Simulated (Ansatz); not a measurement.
**Relaxing Ca17O16**

All numbers below come from DFT PBE, scalar-relativistic, plane waves, PAW in Ansatz. Settings: 420 eV cutoff, 2×2×2 k-mesh, shifted by half a step, Gaussian smearing of 0.01 eV, no spin polarisation.

What was changed: Ca interstitial, charge +0, atoms relaxed at the host's cell.

In a supercell of 33 atoms the defect feels its periodic images, and the cell reads as a metal on the mesh, so a level in the gap can't be told from a carrier in the bands.

Spin polarisation was left out.

Command:

```bash
ansatz run input.yaml --threads 4 --pin off --max-ram 6144MiB --backend cpu --events-out ev --progress --plain --runs-dir out
```

Input:

```yaml
crystal:
  lattice:
    - [-4.8307861639, 4.8307861639, -4.8307861639]
    - [4.8307861639, -4.8307861639, -4.8307861639]
    - [-4.8307861639, -4.8307861639, 4.8307861639]
  atoms:
    - { symbol: Ca, position: [0.0, 0.25, 0.75] }
    - { symbol: Ca, position: [0.75, 0.25, 1.0] }
    - { symbol: Ca, position: [0.5, 0.25, 0.25] }
    - { symbol: Ca, position: [0.25, 0.0, 0.75] }
    - { symbol: Ca, position: [0.25, 0.25, 0.5] }
    - { symbol: Ca, position: [1.0, 1.0, 1.0] }
    - { symbol: Ca, position: [0.75, 0.0, 0.25] }
    - { symbol: Ca, position: [0.5, 0.75, 0.75] }
    - { symbol: Ca, position: [0.5, 0.0, 0.5] }
    - { symbol: Ca, position: [0.25, 0.75, 1.0] }
    - { symbol: Ca, position: [0.0, 0.75, 0.25] }
    - { symbol: Ca, position: [0.75, 0.5, 0.75] }
    - { symbol: Ca, position: [0.75, 0.75, 0.5] }
    - { symbol: Ca, position: [0.5, 0.5, 1.0] }
    - { symbol: Ca, position: [0.25, 0.5, 0.25] }
    - { symbol: Ca, position: [0.0, 0.5, 0.5] }
    - { symbol: O, position: [0.75, 0.25, 0.5] }
    - { symbol: O, position: [0.5, 0.25, 0.75] }
    - { symbol: O, position: [0.25, 0.25, 0.0] }
    - { symbol: O, position: [0.0, 0.0, 0.5] }
    - { symbol: O, position: [0.0, 0.25, 0.25] }
    - { symbol: O, position: [0.75, 0.0, 0.75] }
    - { symbol: O, position: [0.5, 0.0, 0.0] }
    - { symbol: O, position: [0.25, 0.75, 0.5] }
    - { symbol: O, position: [0.25, 0.0, 0.25] }
    - { symbol: O, position: [0.0, 0.75, 0.75] }
    - { symbol: O, position: [0.75, 0.75, 0.0] }
    - { symbol: O, position: [0.5, 0.5, 0.5] }
    - { symbol: O, position: [0.5, 0.75, 0.25] }
    - { symbol: O, position: [0.25, 0.5, 0.75] }
    - { symbol: O, position: [0.0, 0.5, 0.0] }
    - { symbol: O, position: [0.75, 0.5, 0.25] }
    - { symbol: Ca, position: [0.75, 0.75, 0.75] }
  host:
    lattice:
      - [0.0, 2.4153930819, 2.4153930819]
      - [2.4153930819, 0.0, 2.4153930819]
      - [2.4153930819, 2.4153930819, 0.0]
    atoms:
      - { symbol: Ca, position: [0.0, 0.0, 0.0] }
      - { symbol: O, position: [0.5, 0.5, 0.5] }
basis:
  ecutwfc: 420
  xc_grid: 2
kpoints:
  mp_grid: { grid: [2, 2, 2], shift: [0.5, 0.5, 0.5] }
hamiltonian:
  xc: pbe
scf:
  occupations: { method: gaussian, width: 0.01 }
output:
  forces: true
  stress: false
  eigenvalues: true
  charged_corrections:
    defect_position: [0.75, 0.75, 0.75]
    epsilon: [[16.7363, 0.0, 0.0], [0.0, 16.7363, 0.0], [0.0, 0.0, 16.7363]]
  write_density: true
  write_potential: true
  elf: true
  volumetric_format: npy
relax:
  adjacent_minimum: "off"
  f_tol: 0.025
  max_steps: 45
```

F is the free energy.

Steps:

```tsv
step	F − F(1) (eV)	largest force component (eV/Å)
1	0.0000	4.009
2	-3.7555	1.581
3	-4.5658	0.576
4	-5.0249	0.257
5	-5.0650	0.030
6	-5.0659	0.004
```

Relaxed structure:

```yaml
crystal:
  lattice:
    - [-4.83079, 4.83079, -4.83079]
    - [4.83079, -4.83079, -4.83079]
    - [-4.83079, -4.83079, 4.83079]
  atoms:
    - { symbol: Ca, position: [0.00427, 0.24519, 0.75000] }
    - { symbol: Ca, position: [0.75000, 0.24519, 0.00427] }
    - { symbol: Ca, position: [0.50908, 0.25481, 0.25481] }
    - { symbol: Ca, position: [0.24519, 0.00427, 0.75000] }
    - { symbol: Ca, position: [0.25481, 0.25481, 0.50908] }
    - { symbol: Ca, position: [0.05225, 0.05225, 0.05225] }
    - { symbol: Ca, position: [0.75000, 0.00427, 0.24519] }
    - { symbol: Ca, position: [0.44775, 0.75000, 0.75000] }
    - { symbol: Ca, position: [0.49573, 0.99092, 0.49573] }
    - { symbol: Ca, position: [0.24519, 0.75000, 0.00427] }
    - { symbol: Ca, position: [0.00427, 0.75000, 0.24519] }
    - { symbol: Ca, position: [0.75000, 0.44775, 0.75000] }
    - { symbol: Ca, position: [0.75000, 0.75000, 0.44775] }
    - { symbol: Ca, position: [0.49573, 0.49573, 0.99092] }
    - { symbol: Ca, position: [0.25481, 0.50908, 0.25481] }
    - { symbol: Ca, position: [0.99092, 0.49573, 0.49573] }
    - { symbol: O, position: [0.75000, 0.24160, 0.49763] }
    - { symbol: O, position: [0.49763, 0.24160, 0.75000] }
    - { symbol: O, position: [0.25840, 0.25840, 0.00603] }
    - { symbol: O, position: [0.00237, 0.00237, 0.49397] }
    - { symbol: O, position: [0.00603, 0.25840, 0.25840] }
    - { symbol: O, position: [0.75000, 0.00713, 0.75000] }
    - { symbol: O, position: [0.49397, 0.00237, 0.00237] }
    - { symbol: O, position: [0.24160, 0.75000, 0.49763] }
    - { symbol: O, position: [0.25840, 0.00603, 0.25840] }
    - { symbol: O, position: [0.00713, 0.75000, 0.75000] }
    - { symbol: O, position: [0.75000, 0.75000, 0.00713] }
    - { symbol: O, position: [0.49287, 0.49287, 0.49287] }
    - { symbol: O, position: [0.49763, 0.75000, 0.24160] }
    - { symbol: O, position: [0.24160, 0.49763, 0.75000] }
    - { symbol: O, position: [0.00237, 0.49397, 0.00237] }
    - { symbol: O, position: [0.75000, 0.49763, 0.24160] }
    - { symbol: Ca, position: [0.75000, 0.75000, 0.75000] }
```

The run converged. Time: 27 s on 4 threads of Intel(R) Xeon(R) Platinum 8488C (Sapphire Rapids), on a shared host, peak memory 1.1 GiB.